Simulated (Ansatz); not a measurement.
# In in Ansatz: a series of runs

The runs below take In through single point, with PBE, LDA.

All numbers are computed with Ansatz 0.2.0; they aren't measurements. Logs are shortened: lines on timing, memory, paths and dates and some standing lists are left out, and cuts for length are marked.

### 1 The slab as given

The cell holds a slab with vacuum, 4 atoms: a = 3.339 Å, b = 3.339 Å, c = 23.207 Å, α = 90.00°, β = 90.00°, γ = 120.00°.

The slab is cut from a database's or a generator's crystal, which needn't be the stable form of the element.

### 2 Single point, PBE

Contents of input.yaml:

```yaml
crystal:
  lattice:
    - [3.3392736332, 0.0, 0.0]
    - [-1.6696368166, 2.8918957965, 0.0]
    - [0.0, 0.0, 23.20746325]
  atoms:
    - { symbol: In, position: [0.6666666667, 0.3333333333, 0.3231719003] }
    - { symbol: In, position: [0.3333333333, 0.6666666667, 0.4413060572] }
    - { symbol: In, position: [0.6666666667, 0.3333333333, 0.5586939428] }
    - { symbol: In, position: [0.3333333333, 0.6666666667, 0.6768280997] }
kpoints:
  mp_grid: { grid: [9, 9, 1] }
scf:
  occupations: { method: fermi_dirac, width: 0.05 }
hamiltonian:
  xc: pbe
  pseudopotentials: { kind: all_electron, lapw: { basis_error: 0.002 } }
output:
  forces: true
  stress: true
  eigenvalues: true
```

Potentials or basis: all-electron LAPW, scalar-relativistic.

On the command line:

```bash
ansatz run input.yaml --threads 4 --pin off --max-ram 14336MiB --backend cpu --events-out ev --progress --plain --runs-dir out
```

What it wrote:

```text
Warning: RAYON_NUM_THREADS=4 ignored (pool sized by the plan → 4); use --threads N
LAPW: plane waves up to 6.356 Å⁻¹, error target 2.0e-3 eV per atom; small_component_spin mean_spin; In in spheres of 1.669 Å, 21 of its electrons in bands, Dirac shells [] (how accurate: hamiltonian.pseudopotentials.lapw.basis_error, Limitations)
Engine: ansatz 0.2.0, aarch64-unknown-linux-gnu
Pseudopotentials: kind: all_electron
Pseudopotential: In, LAPW, valence charge 21, lapw/all_electron/scalar/gaussian/In, Koelling and Harmon's equation, gaussian nucleus
Functional definition: PBE
  parameter kappa = 0.804
  parameter beta = 0.06672455060314922
  exchange = pbe_x(kappa = kappa, mu = beta*pi^2/3)
  correlation = pbe_c(beta = beta)
Crystal: 4 atoms, lattice volume = 224.111 Å³
Basis set: ecut = 153.93509105119975 eV, 1001 PW (Γ), exchange–correlation at level 2
Bands: 51, of which v1, the nominal top of the filled ones, is band 42 counted from 1 (41 counted from 0)
Symmetry: 12 space group operations
Space group: P-3m1 (ITA 164), of the structure as read, at distance tolerance 6.1e-5 Å
k-points: 12 of 81
Non-local potential: In, projectors of the file, none
Initial density: superposition of atomic densities (neutral atoms: chi_scale 0, normalization atom)
Initial wavefunctions: plane waves of lowest kinetic energy (no species holds an atomic orbital)
Functional: x = pbe(κ = 0.804, μ = 0.2195149727645171), c = pbe(β = 0.06672455060314922)
iter 1 solved again at ethr=1.53e-3 eV; its pass at ethr=1.00e-1 eV (dr2=1.28e0 eV) is discarded
SCF iter   1: F=—  HF=-640183.734982 eV  |F-HF|=—  |Δ(HF+E_count)|=         —  Δρ=5.69e-3  dr2=1.28e0  ethr=1.53e-3  ⟨swp⟩=2.3  Hψ=4058  notcnv=0
preconditioner: auto → LDOS  [insulator: Δε(μ)=0.178 eV  Ē_g=15.445 eV  σ=0.050 eV  W_gap=0.64  n_scr=46 (ndim 8)  ℏωp=17.9 eV  f_vac=0.491  D(μ)=1.71/eV (n_scr^D=8)  ε∞_Penn≈2.3  β→1.0]
SCF iter   2: F=—  HF=-640183.815557 eV  |F-HF|=—  |Δ(HF+E_count)|=   8.06e-2  Δρ=7.43e-3  dr2=2.03e0  ethr=1.52e-3  ⟨swp⟩=3.2  Hψ=2130  notcnv=0
iter 3 solved again at ethr=9.42e-6 eV; its pass at ethr=1.52e-3 eV (dr2=7.91e-3 eV) is discarded
SCF iter   3: F=—  HF=-640183.514123 eV  |F-HF|=—  |Δ(HF+E_count)|=   3.01e-1  Δρ=8.98e-4  dr2=7.81e-3  ethr=9.42e-6  ⟨swp⟩=2.6  Hψ=3253  notcnv=0
SCF iter   4: F=—  HF=-640183.513726 eV  |F-HF|=—  |Δ(HF+E_count)|=   3.97e-4  Δρ=4.87e-4  dr2=1.18e-3  ethr=9.29e-6  ⟨swp⟩=2.0  Hψ=1880  notcnv=0
SCF iter   5: F=—  HF=-640183.512778 eV  |F-HF|=—  |Δ(HF+E_count)|=   9.49e-4  Δρ=1.93e-4  dr2=2.47e-4  ethr=1.41e-6  ⟨swp⟩=2.7  Hψ=1892  notcnv=0
SCF iter   6: F=—  HF=-640183.512824 eV  |F-HF|=—  |Δ(HF+E_count)|=   4.69e-5  Δρ=4.44e-5  dr2=1.63e-5  ethr=2.94e-7  ⟨swp⟩=2.4  Hψ=1889  notcnv=0
SCF iter   7: F=—  HF=-640183.512826 eV  |F-HF|=—  |Δ(HF+E_count)|=   1.20e-6  Δρ=1.40e-5  dr2=3.49e-6  ethr=1.94e-8  ⟨swp⟩=3.0  Hψ=1911  notcnv=0
SCF iter   8: F=—  HF=-640183.512825 eV  |F-HF|=—  |Δ(HF+E_count)|=   4.91e-7  Δρ=5.96e-6  dr2=1.66e-7  ethr=4.16e-9  ⟨swp⟩=3.0  Hψ=1912  notcnv=0
SCF iter   9: F=-640183.512825 eV  HF=-640183.512825 eV  |F-HF|=1.89e-8  |Δ(HF+E_count)|=   1.47e-7  Δρ=1.13e-6  dr2=1.41e-8  ethr=1.97e-10  ⟨swp⟩=3.0  Hψ=1962  notcnv=0
SCF 1 converged in 9 iterations: F = -640183.512825 eV  dr2 = 1.41e-8
SCF converged after 9 iterations
Free energy (F): -640183.512825 eV
Harris-Foulkes:  -640183.512825 eV  (|F-HF|=1.89e-8)
Internal energy: -640183.496701 eV  (E = F + TS)
E sigma→0 (E₀):  -640183.504763 eV
Entropy (-TS):   -0.016124 eV (-4.031 meV/atom)
Fermi energy:    4.401497 eV
--- Per-component energies (eV) ---
  E_band       = -2957.290010
  E_kinetic    = 671949.183251
  E_xc         = -17410.313938
  E_electrostatic = -1294722.366014  (all electrons and nuclei)
  E_smearing   = -0.016124  (= −TS)
  E_closure    = 0.000000  (closes the sum)
  E_atoms      = -640173.704646  (free atoms, spherical and without spin; not in F)
  Σ components = -640183.512825   (vs F -640183.512825, Δ=0.00e0)
  Basis errors (estimates in eV, not in F): energy 5.6e-4 per atom: plane waves 5.3e-4 (3.0e-4 summed), levels above the bands 7.8e-50, relativity 8.8e-8, radial functions 3.1e-5, core shells 6.2e-10; eigenvalues (radial functions only) 5.2e-6; not estimated: angular momenta, meshes, grids; target (lapw.basis_error) 2.0e-3; muffin-tin radii In 1.669 Å
--- Forces (eV/Å), atoms counted from 1 ---
  atom   1  In    -0.00000000     0.00000000    -0.09747004
  atom   2  In    -0.00000000    -0.00000000     0.09767686
  atom   3  In     0.00000000     0.00000000    -0.09767686
  atom   4  In    -0.00000000    -0.00000000     0.09747004
  max |Σ_I F_I| component: 1.01e-18 eV/Å
--- Stress (GPa, compression-positive) ---
        0.195667       0.000000       0.000000
        0.000000       0.195667       0.000000
        0.000000       0.000000       0.385374
  P = ⅓ Tr σ = 0.2589 GPa (2.589 kbar)
--- Band table (eV; the first three rows and the last of 12) ---
  k-point 0: bands = ["-111.1170", "-111.1170", "-111.0854", "-111.0852", "-69.6191", "-69.6191", "-69.5823", "-69.5823", "-69.5823", "-69.5823", "-69.5644", "-69.5644", "-69.5637", "-69.5637", "-69.5633", "-69.5596", "-10.3346", "-10.3280", "-10.2945", "-10.2684", "-10.2494", "-10.2494", "-10.2486", "-10.2486", "-10.2342", "-10.2342", "-10.2210", "-10.2210", "-10.1322", "-10.1322", "-10.0885", "-10.0885", "-10.0299", "-10.0299", "-9.9779", "-9.9779", "-4.8667", "-4.0646", "-2.7534", "-1.0456", "1.8884", "4.2105", "6.5704", "7.8660", "8.0851", "9.6921", "9.9943", "12.3475", "12.7521", "12.8997", "12.8997"]
  k-point 1: bands = ["-111.1169", "-111.1169", "-111.0853", "-111.0851", "-69.6191", "-69.6191", "-69.5830", "-69.5830", "-69.5825", "-69.5825", "-69.5650", "-69.5646", "-69.5645", "-69.5639", "-69.5630", "-69.5597", "-10.3227", "-10.3164", "-10.2882", "-10.2690", "-10.2533", "-10.2474", "-10.2298", "-10.2205", "-10.2198", "-10.2143", "-10.2018", "-10.1911", "-10.1482", "-10.1390", "-10.1006", "-10.0911", "-10.0469", "-10.0304", "-10.0017", "-9.9752", "-4.6265", "-3.8238", "-2.5170", "-0.8261", "2.1508", "4.4395", "6.7826", "8.0848", "8.3037", "9.9043", "10.1971", "10.4971", "11.2331", "11.8194", "12.3032"]
  k-point 2: bands = ["-111.1169", "-111.1169", "-111.0852", "-111.0851", "-69.6189", "-69.6189", "-69.5846", "-69.5846", "-69.5830", "-69.5830", "-69.5667", "-69.5661", "-69.5650", "-69.5643", "-69.5626", "-69.5598", "-10.3524", "-10.3336", "-10.3006", "-10.2606", "-10.2559", "-10.2331", "-10.2239", "-10.1886", "-10.1858", "-10.1682", "-10.1663", "-10.1299", "-10.1182", "-10.1033", "-10.1006", "-10.0782", "-10.0605", "-10.0425", "-10.0273", "-9.9700", "-3.8983", "-3.0968", "-1.8040", "-0.1591", "2.9154", "5.0966", "7.1694", "7.3427", "7.9776", "8.7256", "8.9539", "9.1556", "10.3970", "10.4458", "10.6485"]
  k-point 11: bands = ["-111.1167", "-111.1167", "-111.0850", "-111.0850", "-69.6186", "-69.6186", "-69.5863", "-69.5863", "-69.5863", "-69.5863", "-69.5685", "-69.5681", "-69.5681", "-69.5675", "-69.5608", "-69.5608", "-10.3477", "-10.2942", "-10.2942", "-10.2604", "-10.2373", "-10.2373", "-10.1643", "-10.1643", "-10.1503", "-10.1291", "-10.1235", "-10.1199", "-10.1199", "-10.0958", "-10.0790", "-10.0339", "-10.0339", "-10.0131", "-9.9696", "-9.9696", "1.2380", "1.2380", "1.8696", "1.8696", "2.8204", "3.6021", "3.7016", "3.7016", "4.7564", "5.2895", "5.2895", "6.0244", "7.7981", "7.7981", "9.9811"]
```

Run time: 5.1 s. Hardware: 4 threads of Arm Neoverse V1, shared host; peak memory 0.42 GiB.

Results:

| Property | Result |
| --- | --- |
| Free energy | -640183.5128 eV |
| Largest force | 0.098 eV/Å |
| Band gap on the k mesh | none (metal or under the smearing width) |
| Work function | 3.70 eV |

Forces in eV/Å, atoms in the order of the input:
```
In   0.000  0.000 -0.097
In   0.000  0.000  0.098
In   0.000  0.000 -0.098
In   0.000  0.000  0.097
```

### 3 Single point, LDA

Changes to input.yaml since step 2:

```diff
@@ -15,3 +15,3 @@
 hamiltonian:
-  xc: pbe
+  xc: lda
   pseudopotentials: { kind: all_electron, lapw: { basis_error: 0.002 } }
```

Potentials or basis: all-electron LAPW, scalar-relativistic.

On the command line:

```bash
ansatz run input.yaml --threads 4 --pin off --max-ram 14336MiB --backend cpu --events-out ev --progress --plain --runs-dir out
```

Run time: 5.1 s. Hardware: 4 threads of Arm Neoverse V1, shared host; peak memory 0.41 GiB.

The run converged. Its results:

| Item | Value |
| --- | --- |
| Free energy | -639621.1465 eV |
| Largest force | 0.174 eV/Å |
| Band gap on the k mesh | none (metal or under the smearing width) |
| Work function | 4.00 eV |

Forces on the atoms (eV/Å):
```
In   0.000  0.000  0.174
In   0.000  0.000  0.104
In   0.000  0.000 -0.104
In   0.000  0.000 -0.174
```

Stress tensor (GPa, compression positive):
```
-1.93  0.00  0.00
 0.00 -1.93  0.00
 0.00  0.00 -1.22
```

Levels at points of the mesh, in eV from the Fermi level:
| k point | band 40 | band 41 | band 42 | band 43 | band 44 | band 45 |
| --- | --- | --- | --- | --- | --- | --- |
| (0.00, 0.00, 0.00) | -5.49 | -2.48 | -0.19 | 2.22 | 3.69 | 3.97 |
